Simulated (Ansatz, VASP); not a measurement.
# Cross-check of InAs between VASP and Ansatz, part 2 of 2

One calculation is typed for both programs; each brings its own data sets and cutoff. How far apart do they land? The cell is taken from a series of VASP runs on this material, whose earlier steps may have relaxed, scaled or displaced it; both programs get it as it stands.

VASP 6.6.1 and Ansatz 0.2.0.

So far: The starting structure; VASP: band structure, HSE06.

### Step 3. Ansatz: band structure, HSE06

Level of this step: Ansatz beside VASP: Kohn-Sham DFT, plane waves, HSE06 (Ansatz).

Ansatz runs on its default PAW (the set named soft_2) files.

The same cell, functional, mesh and smearing now go to Ansatz, which takes its cutoff from its data sets.

input.yaml

```yaml
crystal:
  lattice:
    - [0.0, 3.0748316148, 3.0748316148]
    - [3.0748316148, 0.0, 3.0748316148]
    - [3.0748316148, 3.0748316148, 0.0]
  atoms:
    - { symbol: In, position: [0.0, 0.0, 0.0] }
    - { symbol: As, position: [0.25, 0.25, 0.25] }
hamiltonian:
  xc: { exchange: pbe, correlation: pbe, exx: { coeff: 0.25, omega: 0.2 } }
  pseudopotentials: { kind: paw }
kpoints:
  mp_grid: { grid: [4, 4, 4] }
  band_path:
    path:
      - [0.0, 0.0, 0.0]
      - [0.5, 0.0, 0.5]
      - [0.5, 0.2, 0.7]
      - [0.4, 0.35, 0.75]
      - [0.15, 0.15, 0.3]
      - [0.2, 0.2, 0.2]
      - [0.55, 0.4, 0.55]
      - [0.6, 0.25, 0.65]
      - [0.5, 0.25, 0.75]
      - [0.5, 0.5, 0.5]
      - [0.375, 0.375, 0.75]
      - [0.5, 0.0, 0.5]
    npoints: 1
scf:
  occupations: { method: gaussian, width: 0.05 }
  n_extra_bands: 7
output:
  forces: true
  stress: true
  eigenvalues: true
```

Launch:

```console
$ ansatz run input.yaml --threads 4 --pin off --max-ram 9216MiB --backend cpu --events-out ev --progress --plain --runs-dir out
```

Numbers of over 12 decimals in the logs are rounded to 6 here.

What it wrote:

```text
Warning: output.stress: scf.convergence.dr2_threshold = 1e-7 eV (the SCF's general default) is looser than the 2e-10 eV advised for a printed stress (1e-10 eV for each atom of the cell: 2). What an SCF threshold leaves in a stress goes as its square root, and in the free energy as the threshold itself, and one threshold admits the most on a small cell: [figures from the program's tests cut] Set scf.convergence.dr2_threshold to 2e-10 eV or tighter. The threshold is an SCF's pass mark: one that does not reach it within its budget of iterations ends unconverged, or closes short of it on a stop that the run arms, and scf.convergence.dr2_threshold's page says what that costs each kind of run
Warning: output.stress: scf.exx.energy_threshold = 1e-6 eV is looser than the 2e-8 eV advised for a stress under a hybrid functional (1e-8 eV for each atom of the cell: 2). Every SCF of the exchange loop can meet its threshold on dr2 while the loop round them stops early: no threshold on dr2 bounds what that leaves in the stress. Set scf.exx.energy_threshold to 2e-8 eV or tighter. The threshold is the loop's pass mark: a loop that does not reach it within its budget of cycles ends unconverged, and scf.exx.energy_threshold's page has the law
scf.n_extra_bands = 7 over 14 filled bands (N_el = 28.0): the run solves 21 bands
Engine: ansatz 0.2.0, aarch64-unknown-linux-gnu
Pseudopotentials: kind: paw
Pseudopotential: In, paw, valence charge 13, recommended cutoff 420 eV (normal), In.paw.azcp
Pseudopotential: As, paw, valence charge 15, recommended cutoff 420 eV (normal), As.paw.azcp
Functional definition: unnamed
  parameter a_1 = 0.25
  parameter omega_1 = 0.2/angstrom
  exchange = pbe_x + (-a_1)*pbe_x_sr(omega_1) + a_1*exact_x_sr(omega_1)
  correlation = pbe_c
Crystal: 2 atoms, lattice volume = 58.143 Å³
Basis set: ecut = 420 eV, 1139 PW (Γ), exchange–correlation on 60×60×60 points (8 copies of the dense FFT grid, shifted against one another)
Bands: 21, of which v1, the nominal top of the filled ones, is band 14 counted from 1 (13 counted from 0)
Symmetry: 24 space group operations
Space group: F-43m (ITA 216), of the structure as read, at distance tolerance 3.9e-5 Å
k-points: 8 of 64 (time reversal used)
Non-local potential: In, projectors of the file, l = 0: 2, l = 1: 2, l = 2: 2, l = 3: 2
Non-local potential: As, projectors of the file, l = 0: 2, l = 1: 2, l = 2: 3, l = 3: 1
PAW form: soft (Blöchl's): semilocal exchange-correlation on the pseudo side does not see the compensation charge
PAW frozen core: In, regenerated for the run's functional, and the local potential with it (the file was generated under x = pbe(κ = 0.804, μ = 0.219515), c = pbe(β = 0.066725))
PAW frozen core: As, regenerated for the run's functional, and the local potential with it (the file was generated under x = pbe(κ = 0.804, μ = 0.219515), c = pbe(β = 0.066725))
PAW one-centre angular grid: In, 590 points (default); XC on 64 Gauss nodes
PAW one-centre angular grid: As, 590 points (default); XC on 64 Gauss nodes
Initial density: superposition of atomic densities (neutral atoms: chi_scale 0, normalization atom), corrected by the library's trained network
Initial wavefunctions: pseudopotential atomic-orbital guess
Functional: x = pbe(κ = 0.804, μ = 0.219515), c = pbe(β = 0.066725), warm-up for x = pbe(κ = 0.804, μ = 0.219515) + 0.25 (exact − pbe) at short range (hse, ω = 0.2 Å⁻¹), c = pbe(β = 0.066725)
SCF iter   1: F=—  HF=-10454.340123 eV  |F-HF|=—  |Δ(HF+E_count)|=         —  Δρ=1.47e-3  dr2=2.41e-3  ethr=1.77e-3  ⟨swp⟩=12.8  Hψ=793  notcnv=0
preconditioner: auto → none  [insulator: Δε(μ)=0.816 eV  Ē_g=16.821 eV  σ=0.050 eV  W_gap=0.67  n_scr=14 (ndim 8)  ℏωp=20.7 eV  f_vac=0.120  D(μ)=0.96/eV (n_scr^D=0)]
iter 2 solved again at ethr=6.37e-7 eV; its pass at ethr=8.59e-6 eV (dr2=1.78e-4 eV) is discarded
SCF iter   2: F=—  HF=-10454.339720 eV  |F-HF|=—  |Δ(HF+E_count)|=   4.04e-4  Δρ=4.06e-4  dr2=1.78e-4  ethr=6.37e-7  ⟨swp⟩=2.5  Hψ=780  notcnv=0  defer=2
SCF iter   3: F=—  HF=-10454.339684 eV  |F-HF|=—  |Δ(HF+E_count)|=   3.55e-5  Δρ=1.56e-4  dr2=1.42e-5  ethr=6.36e-7  ⟨swp⟩=3.1  Hψ=350  notcnv=0  defer=1
SCF iter   4: F=—  HF=-10454.339718 eV  |F-HF|=—  |Δ(HF+E_count)|=   3.33e-5  Δρ=2.96e-5  dr2=3.80e-7  ethr=5.07e-8  ⟨swp⟩=3.5  Hψ=361  notcnv=0  defer=1
SCF iter   5: F=—  HF=-10454.339718 eV  |F-HF|=—  |Δ(HF+E_count)|=   7.71e-7  Δρ=1.10e-5  dr2=3.56e-8  ethr=1.36e-9  ⟨swp⟩=4.0  Hψ=390  notcnv=0
SCF iter   6: F=—  HF=-10454.339718 eV  |F-HF|=—  |Δ(HF+E_count)|=   1.54e-7  Δρ=1.52e-6  dr2=9.72e-10  ethr=1.27e-10  ⟨swp⟩=4.0  Hψ=379  notcnv=0
SCF iter   7: F=-10454.339718 eV  HF=-10454.339718 eV  |F-HF|=8.37e-11  |Δ(HF+E_count)|=  1.22e-10  Δρ=2.47e-7  dr2=3.60e-11  ethr=3.47e-12  ⟨swp⟩=4.0  Hψ=444  notcnv=0
SCF 1 converged in 7 iterations: F = -10454.339718 eV  dr2 = 3.60e-11
  greatest PAW one-centre occupation: 0.999 electrons in one spin orbital (limit 2), on the As atom at site 1 (counted from 0), in its partial waves of l = 2
Initial density: handed on by an earlier stage of this run
Initial wavefunctions: those handed on with the density
Functional: x = pbe(κ = 0.804, μ = 0.219515) + 0.25 (exact − pbe) at short range (hse, ω = 0.2 Å⁻¹), c = pbe(β = 0.066725)
Exchange kernel: α = 0.2500, screened, ω = 0.2000 Å⁻¹, Wigner–Seitz truncation, v(0) = 1115.3836 eV·Å³, q-mesh 4×4×4, nearest image of the exchange supercell L = 17.39 Å, pair-density grid 18×18×18, without the augmentation charges, whose exchange is taken in its separable form by FFT convolution over the k-point mesh (sized by the pseudopotential files, 24×24×24 at the most), smooth part of the exact exchange by density-matrix convolution
Frozen-core exchange: fock
iter 1 solved again at ethr=4.29e-5 eV; its pass at ethr=1.00e-1 eV (dr2=1.20e-2 eV) is discarded
SCF iter   1: F=—  HF=-10459.543540 eV  |F-HF|=—  |Δ(HF+E_count)|=         —  Δρ=6.54e-3  dr2=1.51e-2  ethr=4.29e-5  ⟨swp⟩=5.2  Hψ=966  notcnv=0
preconditioner: auto → none  [insulator: Δε(μ)=0.129 eV  Ē_g=18.886 eV  σ=0.050 eV  W_gap=0.92  n_scr=14 (ndim 8)  ℏωp=20.7 eV  f_vac=0.118  D(μ)=0.22/eV (n_scr^D=0)]
SCF iter   2: F=—  HF=-10459.545577 eV  |F-HF|=—  |Δ(HF+E_count)|=   2.04e-3  Δρ=3.03e-3  dr2=2.66e-3  ethr=4.29e-5  ⟨swp⟩=3.2  Hψ=411  notcnv=0
SCF iter   3: F=—  HF=-10459.545836 eV  |F-HF|=—  |Δ(HF+E_count)|=   2.59e-4  Δρ=1.05e-3  dr2=3.90e-4  ethr=8.15e-6  ⟨swp⟩=3.0  Hψ=292  notcnv=0  defer=2
SCF iter   4: F=—  HF=-10459.545924 eV  |F-HF|=—  |Δ(HF+E_count)|=   8.75e-5  Δρ=2.57e-4  dr2=3.03e-5  ethr=1.16e-6  ⟨swp⟩=3.2  Hψ=344  notcnv=0  defer=2
SCF iter   5: F=-10459.545916 eV  HF=-10459.545916 eV  |F-HF|=2.34e-8  |Δ(HF+E_count)|=   8.29e-6  Δρ=3.59e-5  dr2=3.76e-7  ethr=1.05e-7  ⟨swp⟩=3.6  Hψ=359  notcnv=0  defer=2
SCF 2 stopped early in 5 iterations: F = -10459.545916 eV  dr2 = 3.76e-7
hybrid outer 1: dexx = +1.265e-2 eV, tail = 6.60e-5 eV
Exchange kernel: α = 0.2500, screened, ω = 0.2000 Å⁻¹, Wigner–Seitz truncation, v(0) = 1115.3836 eV·Å³, q-mesh 4×4×4, nearest image of the exchange supercell L = 17.39 Å, pair-density grid 18×18×18, without the augmentation charges, whose exchange is taken in its separable form by FFT convolution over the k-point mesh (sized by the pseudopotential files, 24×24×24 at the most), smooth part of the exact exchange by density-matrix convolution
Frozen-core exchange: fock
SCF iter   1: F=—  HF=-10459.546132 eV  |F-HF|=—  |Δ(HF+E_count)|=         —  Δρ=6.42e-5  dr2=1.27e-6  ethr=1.18e-6  ⟨swp⟩=6.0  Hψ=437  notcnv=0
preconditioner: auto → none  [insulator: Δε(μ)=0.299 eV  Ē_g=18.875 eV  σ=0.050 eV  W_gap=1.00  n_scr=14 (ndim 8)  ℏωp=20.7 eV  f_vac=0.117  D(μ)=0.00/eV (n_scr^D=0)]
SCF iter   2: F=—  HF=-10459.546132 eV  |F-HF|=—  |Δ(HF+E_count)|=   3.86e-7  Δρ=3.30e-5  dr2=3.78e-7  ethr=4.22e-9  ⟨swp⟩=4.2  Hψ=458  notcnv=0  defer=2
SCF iter   3: F=—  HF=-10459.546132 eV  |F-HF|=—  |Δ(HF+E_count)|=   5.05e-8  Δρ=6.42e-6  dr2=3.99e-8  ethr=1.34e-9  ⟨swp⟩=3.2  Hψ=312  notcnv=0  defer=4
SCF iter   4: F=-10459.546132 eV  HF=-10459.546132 eV  |F-HF|=1.23e-9  |Δ(HF+E_count)|=   1.03e-8  Δρ=2.37e-6  dr2=2.69e-9  ethr=1.24e-10  ⟨swp⟩=4.0  Hψ=390  notcnv=0  defer=9
SCF 3 converged in 4 iterations: F = -10459.546132 eV  dr2 = 2.69e-9
  Residual-converged pass: ⟨swp⟩=3.0  Hψ=389  notcnv=0  max |occ|·‖R‖ = 1.8e-6 eV (tolerance 2.4e-6 eV)  dr2=2.50e-9  dr2_onsite=9.37e-10  max |Δocc| = 3.3e-12
hybrid outer 2: dexx = +5.970e-7 eV, tail = 2.28e-8 eV, Δε = 2.14e-3 eV (about 7.68e-5 eV left of the loop's levels)
NSCF: frozen V_eff on 12 k-points
hybrid SCF converged: 2 outer / 9 inner (+7 warm-up), last move |dexx| = 5.97e-7 eV, tail = 2.28e-8 eV
Stability not checked: this state was not tested for a lower state beside it, because the functional holds exact exchange (a hybrid, or Hartree-Fock), whose exchange loop this test does not read (fock_operator; see scf.lower_state_search)
Free energy (F): -10459.546132 eV
Frozen-core exchange: fock
Harris-Foulkes:  -10459.546132 eV  (|F-HF|=1.23e-9)
Internal energy: -10459.546132 eV  (E = F + TS)
E sigma→0 (E₀):  -10459.546132 eV
Entropy (-TS):   -0.000000 eV (-0.000 meV/atom)
Fermi energy:    6.967689 eV
--- Per-component energies (eV) ---
  E_band       = -393.371334
  E_kinetic    = 345.337108
  E_local      = -3345.507504  (includes V_loc(G=0)·N_el)
  E_nonlocal   = -303.421374
  E_hartree    = 1615.482819
  E_xc         = -233.830178
  E_vxc        = -141.875266  (∫ρ·V_xc dr)
  E_exx        = -93.923192  (= α·E_x^exact, valence–valence)
  E_paw        = -5962.358083  (= ΣΔE_a)
  E_vpaw       = 8.978294  (= ΣTr[D̂ρ^β])
  E_aug_tail   = 0.000036  (compensation charges beyond the density's cutoff)
  E_ewald      = -2481.078511
  E_core_change = -0.247254  (= ΣΔE_core)
  E_smearing   = -0.000000  (= −TS)
  E_closure    = 0.000001  (closes the sum)
  Σ components = -10459.546132   (vs F -10459.546132, Δ=0.00e0)
--- Forces (eV/Å), atoms counted from 1 ---
  atom   1  In     0.00000000    -0.00000000    -0.00000000
  atom   2  As    -0.00000000     0.00000000     0.00000000
  max |Σ_I F_I| component: 2.87e-16 eV/Å
--- Stress (GPa, compression-positive) ---
       -1.032009       0.000000      -0.000000
        0.000000      -1.032009       0.000000
       -0.000000       0.000000      -1.032009
  P = ⅓ Tr σ = -1.0320 GPa (-10.320 kbar)
--- Band table (eV; the first three rows and the last of 8) ---
  k-point 0: bands = [... 10 lower, -5.8564, 6.8136, 6.8136, 6.8136, 7.1130, 11.4594, 11.4594, 11.4594, ... 3 higher]
  k-point 1: bands = [... 10 lower, -5.2553, 3.0055, 6.2450, 6.2450, 8.6492, 12.1869, 12.1869, 12.6843, ... 3 higher]
  k-point 2: bands = [... 10 lower, -4.3980, 0.8176, 5.8144, 5.8144, 8.3671, 12.2435, 12.2435, 14.4698, ... 3 higher]
  k-point 7: bands = [... 10 lower, -3.8040, 0.8614, 3.8267, 3.9462, 11.7458, 11.7942, 12.5639, 13.6404, ... 3 higher]
```

Wall time 44 s (4 threads of Arm Neoverse N1, shared host); peak memory 0.82 GiB.

The column dr2 measures how far the density is from self-consistency, as an energy; F and HF (Harris–Foulkes) agree once it is small.

### Step 4. Differences

Known differences besides the potentials themselves: exact exchange at q = 0 is treated differently, which shows on coarse meshes; VASP keeps PBE cores, Ansatz makes them for the functional; the data sets hold 28 valence electrons in Ansatz (default PAW (the set named soft_2) files) and 18 in VASP; the cutoff is 420 eV in Ansatz and 400 eV in VASP; VASP takes a coarser grid for exact exchange (PRECFOCK = Fast). Total energies have different zeros and are not compared.

The two programs side by side:

```csv
quantity,Ansatz,VASP,difference
gap over the path points (eV),0.299,0.296,+0.004
```

Levels at points of the path, from each program's valence-band top (eV; 3 filled, then empty):

```csv
k (reciprocal lattice),Ansatz,VASP
0.000 0.000 0.000,0.00 0.00 0.00 0.30 4.65 4.65,0.00 0.00 0.00 0.30 4.66 4.66
0.500 0.000 0.500,-6.11 -2.36 -2.36 2.21 2.73 10.00,-6.09 -2.35 -2.35 2.22 2.74 9.99
0.500 0.200 0.700,-5.97 -2.93 -2.83 4.32 4.57 6.50,-5.96 -2.92 -2.81 4.33 4.57 6.50
0.400 0.350 0.750,-5.96 -3.28 -2.05 2.92 5.00 7.71,-5.95 -3.27 -2.04 2.93 5.00 7.71
0.150 0.150 0.300,-3.49 -1.44 -0.36 2.63 4.80 5.25,-3.49 -1.44 -0.36 2.63 4.81 5.25
0.200 0.200 0.200,-3.05 -0.41 -0.41 1.84 5.22 5.22,-3.04 -0.41 -0.41 1.85 5.23 5.23
0.550 0.400 0.550,-5.91 -2.18 -1.28 2.70 5.03 6.10,-5.90 -2.17 -1.27 2.71 5.03 6.11
0.600 0.250 0.650,-5.96 -3.28 -2.05 2.92 5.00 7.71,-5.95 -3.27 -2.04 2.93 5.00 7.71
0.500 0.250 0.750,-5.95 -2.99 -2.87 4.93 4.98 5.75,-5.94 -2.98 -2.86 4.93 4.98 5.76
0.500 0.500 0.500,-6.00 -1.00 -1.00 1.55 5.43 5.43,-5.99 -0.99 -0.99 1.56 5.44 5.44
```

Among the levels compared at these points, filled levels agree within 11 meV and empty ones within 11 meV.

### Step 5. What came out

* difference in gap over the path points (band structure, HSE06): 0.0036 eV

What this shows: The difference in gap over the path points is 0.0036 eV (band structure, HSE06), within the 0.08 eV picked in this series as the mark of a large difference. How closely two codes agree says nothing of how well the functional describes the real material.

[Lines on the potential files, build, host, timing and source positions are cut from VASP's logs without a mark.]

[Logs are printed without paths, hosts, clocks, repeated set-up lines and the standing remarks that a program may print on its own settings, such as how far it seeks lower states.]

[Hosts, paths, dates, database ids (printed as entryN), source tags and the programs' standing remarks are cut or masked in the printed files.]
